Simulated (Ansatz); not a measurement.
Runs of Ansatz 0.2.0 on WC. Symmetry: Cmmm, No. 65, orthorhombic system. Conventional cell: a = 3.281 Å, b = 4.236 Å, c = 4.309 Å, α = 90.00°, β = 90.00°, γ = 90.00°. W (site symmetry mmm) is surrounded by 4 W at 2.68 Å and 8 C at 2.71 to 3.02 Å. C (site symmetry mmm) is surrounded by 4 C at 2.68 Å and 8 W at 2.71 to 3.02 Å. The cell was built by a generator and needn't be a form met in nature.

```csv
task,level,spin,cell,k mesh,cutoff (eV),points for each segment of the path,gap on the mesh (eV),pressure (GPa),relaxed volume (Å³/atom)
relaxation of cell and atoms,HSEsol,off,relaxed,5 × 5 × 3,420,-,none,0.0,(a)
band structure,HSE03,off,as given,5 × 5 × 3,420,4,none,-40.0,-
single point,r2SCAN50,off,as given,5 × 5 × 3,500,-,none,-48.3,-
single point,B3LYP,off,as given,5 × 5 × 3,420,-,none,-33.1,-
relaxation of cell and atoms,HSE03,off,relaxed,5 × 5 × 3,420,-,none,0.0,11.19
single point,r2SCANh,off,as given,5 × 5 × 3,500,-,none,-40.0,-
single point,r2SCAN0,off,as given,5 × 5 × 3,500,-,none,-43.2,-
single point,HF,off,as given,5 × 5 × 3,420,-,none,-40.7,-
band structure,HSE06,off,as given,5 × 5 × 3,420,4,none,-40.8,-
single point,HSE06,"SOC, no magnetisation",as given,4 × 4 × 3,420,-,none,-34.8,-
band structure,HSEsol,off,as given,5 × 5 × 3,420,4,none,-44.2,-
single point,PBEsol0,off,as given,5 × 5 × 3,420,-,none,-44.9,-
```

Alike in all rows: potentials or basis Ansatz PAW; smearing fermi-dirac 0.05 eV; the mesh is coarse, so values aren't converged.

Problem. Fill in the values left out.

Solution. (a) 10.95.

Caveats: all runs use coarse meshes; the PAW data sets come from PBE, with cores solved anew for the run's functional, which leaves a small shift of forces and pressure; the thresholds are loose for stress (some runs); a pressure of tens of GPa on the cell as given is suspect, and the run, the potentials or the cell itself is likely at fault (some runs); spin-orbit coupling is left out, which moves the levels of the heavy elements (some runs); the volume moved by over 15 % at a fixed basis, so the end points are rough (some runs); the plane-wave basis is chosen anew once the cell has moved, so the energies of steps on either side of that aren't comparable (some runs); the cell as given lies far from equilibrium (some runs).

A k mesh can miss the band edges, and rows without SOC leave out spin-orbit coupling on W.

A gap of «none» marks a metal or a gap under the smearing width.
